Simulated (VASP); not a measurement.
# Si (Fd-3m) in VASP: a series of runs, part 2 of 2

VASP 6.6.1. Earlier steps stand in the parts before.

**5. Relaxation of cell and atoms, PBE**

Input file INCAR:

```
  ALGO = Normal
  EDIFF = 1E-6
  EDIFFG = -0.005
  ENCUT = 600
  GGA = PE
  IBRION = 2
  ISIF = 3
  ISMEAR = -1
  LASPH = True
  LCHARG = False
  LREAL = False
  LWAVE = False
  NELM = 60
  NSW = 40
  PREC = Accurate
  SIGMA = 0.05
```

Input file KPOINTS:

```
k-points
0
Gamma
  13 13 13
```

Input file POSCAR:

```
Si
1.0
    0.0000000000      2.7135600000      2.7135600000
    2.7135600000      0.0000000000      2.7135600000
    2.7135600000      2.7135600000      0.0000000000
Si
2
Direct
    0.7500000000      0.7500000000      0.7500000000
    0.5000000000      0.5000000000      0.5000000000
```

Potentials or basis: VASP PAW PBE potentials, release 64 (Si).

On the command line:

```
$ cat potpaw_PBE.64/Si/POTCAR > POTCAR
$ mpirun -np 1 vasp_std > vasp.out
```

OUTCAR:

```text
EDIFF = 1E-6
   EDIFFG = -0.005
   ENCUT = 600
   GGA = PE
   IBRION = 2
   ISIF = 3
   ISMEAR = -1
   LASPH = True
   LREAL = False
   NELM = 60
   NSW = 40
   PREC = Accurate

 ion  position               nearest neighbor table
   1  0.750  0.750  0.750-   2 2.35   2 2.35   2 2.35   2 2.35
   2  0.500  0.500  0.500-   1 2.35   1 2.35   1 2.35   1 2.35

  LATTYP: Found a face centered cubic cell.
 ALAT       =     5.4271200000

  Lattice vectors:

 A1 = (   0.0000000000,   2.7135600000,   2.7135600000)
 A2 = (   2.7135600000,   0.0000000000,   2.7135600000)
 A3 = (   2.7135600000,   2.7135600000,   0.0000000000)

Analysis of symmetry for initial positions (statically):
=====================================================================
 Subroutine PRICEL returns:
 Original cell was already a primitive cell.

 Routine SETGRP: Setting up the symmetry group for a
 face centered cubic supercell.

 Subroutine GETGRP returns: Found 48 space group operations
 (whereof 24 operations were pure point group operations)
 out of a pool of 48 trial point group operations.

The static configuration has the point symmetry T_d .
 The point group associated with its full space group is O_h .

Analysis of symmetry for dynamics (positions and initial velocities):
=====================================================================
 Subroutine PRICEL returns:
 Original cell was already a primitive cell.

 Routine SETGRP: Setting up the symmetry group for a
 face centered cubic supercell.

 Subroutine GETGRP returns: Found 48 space group operations
 (whereof 24 operations were pure point group operations)
 out of a pool of 48 trial point group operations.

The dynamic configuration has the point symmetry T_d .
 The point group associated with its full space group is O_h .

 Subroutine INISYM returns: Found 48 space group operations
 (whereof 24 operations are pure point group operations),
[... 129 lines left out ...]
  energy-cutoff  :      600.00
  volume of cell :       39.96
 maximum number of plane-waves:      1363
   NGX = 15   NGY = 15   NGZ = 15

--------------------------------------- Ionic step        1  -------------------------------------------

 number of electron       7.9999999 magnetization

 Free energy of the ion-electron system (eV)
  ---------------------------------------------------
  ext. energy  EPLUGINS =         0.00000000
  ---------------------------------------------------
  free energy    TOTEN  =       -10.84391965 eV

  energy without entropy =      -10.84390394  energy(sigma->0) =      -10.84391179

------------------------ aborting loop because EDIFF is reached ----------------------------------------

  FORCE on cell =-STRESS in cart. coord.  units (eV):
  Direction    XX          YY          ZZ          XY          YZ          ZX
  --------------------------------------------------------------------------------------
  -------------------------------------------------------------------------------------
  Total        0.5351427      0.5351427      0.5351427      0.0000000     -0.0000000      0.0000000
  in kB       21.4551689     21.4551689     21.4551689      0.0000000     -0.0000000      0.0000000
  external PRESSURE =      21.4551689 kB  Pullay stress =       0.0000000 kB
[... 59 lines left out ...]
--------------------------------------- Ionic step        3  -------------------------------------------

 number of electron       8.0000000 magnetization

 Free energy of the ion-electron system (eV)
  ---------------------------------------------------
  ext. energy  EPLUGINS =         0.00000000
  ---------------------------------------------------
  free energy    TOTEN  =       -10.84995690 eV

  energy without entropy =      -10.84994578  energy(sigma->0) =      -10.84995134

 E-fermi :   5.9176     XC(G=0):  -9.3275

 val. band max:        5.6165337529   @ k =   0.0000   0.0000   0.0000
 cond. band min:       6.2517082740   @ k =   0.3846   0.3846   0.0000
 fundamental gap:      0.6351745212
 Fermi energy:         5.9176471228

 k-point     1 :       0.0000    0.0000    0.0000
  band No.  band energies     occupation
      1      -6.1985      2.00000
      2       5.6165      1.99516
      3       5.6165      1.99516
      4       5.6165      1.99516
      5       8.1736      0.00000
      6       8.1736      0.00000
      7       8.1736      0.00000
      8       8.7513      0.00000
[... 243 lines left out ...]
 k-point    24 :       0.4615    0.1538    0.0000
  band No.  band energies     occupation
      1      -4.0171      2.00000
      2      -0.5987      2.00000
      3       3.1621      2.00000
      4       3.9018      2.00000
      5       7.6984      0.00000
      6       9.5193      0.00000
      7      10.1705      0.00000
      8      11.6239      0.00000

 [... further k-points ...]

------------------------ aborting loop because EDIFF is reached ----------------------------------------

  FORCE on cell =-STRESS in cart. coord.  units (eV):
  Direction    XX          YY          ZZ          XY          YZ          ZX
  --------------------------------------------------------------------------------------
  -------------------------------------------------------------------------------------
  Total        0.0013356      0.0013356      0.0013356      0.0000000      0.0000000     -0.0000000
  in kB        0.0523362      0.0523362      0.0523362      0.0000000      0.0000000     -0.0000000
  external PRESSURE =       0.0523362 kB  Pullay stress =       0.0000000 kB
[... 17 lines left out ...]
  FREE ENERGIE OF THE ION-ELECTRON SYSTEM (eV)
  ---------------------------------------------------
  free  energy   TOTEN  =       -10.8499569002 eV

  energy  without entropy=      -10.8499457781  energy(sigma->0) =      -10.84995134

 reached required accuracy - stopping structural energy minimisation
```

It took 34 s on 1 thread of Intel Xeon Platinum 8559C (Emerald Rapids), shared host; peak memory 0.18 GiB.

Results:

| Quantity | Value |
| --- | --- |
| Free energy | -10.8500 eV |
| Relaxed volume | 20.44 Å³/atom |
| Relaxed cell | a = 3.867 Å, b = 3.867 Å, c = 3.867 Å, α = 60.00°, β = 60.00°, γ = 60.00° |
| Space group after relaxing (to 0.05 Å) | Fd-3m (No. 227) |
| Energy gained by relaxing | 3.0 meV/atom |
| Ionic steps | 3 |
| Pressure after relaxing | 0.0 GPa |
| Band gap on the k mesh | 0.64 eV, indirect (least direct gap 2.56 eV) |

The path:
```
step  energy change (eV)  largest force (eV/Å)  pressure (GPa)  volume (Å³)
   1              0.0000                0.0000            2.15        39.96
   2             -0.0033                0.0000           -1.34        41.53
   3             -0.0060                0.0000            0.01        40.89
```

Final structure:
```yaml
crystal:
  lattice:
    - [0.00000, 2.73430, 2.73430]
    - [2.73430, 0.00000, 2.73430]
    - [2.73430, 2.73430, 0.00000]
  atoms:
    - { symbol: Si, position: [0.75000, 0.75000, 0.75000] }
    - { symbol: Si, position: [0.50000, 0.50000, 0.50000] }
```

Levels at points of the mesh, in eV from the valence-band top:
| k point | band 1 | band 2 | band 3 | band 4 | band 5 | band 6 | band 7 | band 8 |
| --- | --- | --- | --- | --- | --- | --- | --- | --- |
| (0.00, 0.00, 0.00) | -11.82 | 0.00 | 0.00 | 0.00 | 2.56 | 2.56 | 2.56 | 3.13 |

Caveat: an odd mesh through Γ misses points on the zone boundary, where band edges often lie. PBE usually gives volumes a little too large and moduli too small.

**6. The runs side by side**

```tsv
level	potentials or basis	gap on the mesh (eV)	pressure (GPa)	relaxed volume (Å³/atom)
r2SCAN	VASP PAW PBE potentials, release 64 (Si)	0.81	0.0	20.12
LDA	VASP PAW LDA potentials, release 64 (Si)	0.47	0.0	19.72
PBEsol	VASP PAW PBE potentials, release 64 (Si)	0.49	0.0	20.08
PBE	VASP PAW PBE potentials, release 64 (Si)	0.64	0.0	20.44
```

Alike in all rows: task relaxation of cell and atoms; no spin polarisation; cell relaxed; k mesh 13 × 13 × 13; cutoff (eV) 600; smearing fermi-dirac 0.05 eV.

Caveats: an odd mesh through Γ misses points on the zone boundary, where band edges often lie; the PAW data sets were made with another functional, which shifts forces and pressure a little (some runs).

Absolute energies hang on the potentials; compare differences alone.
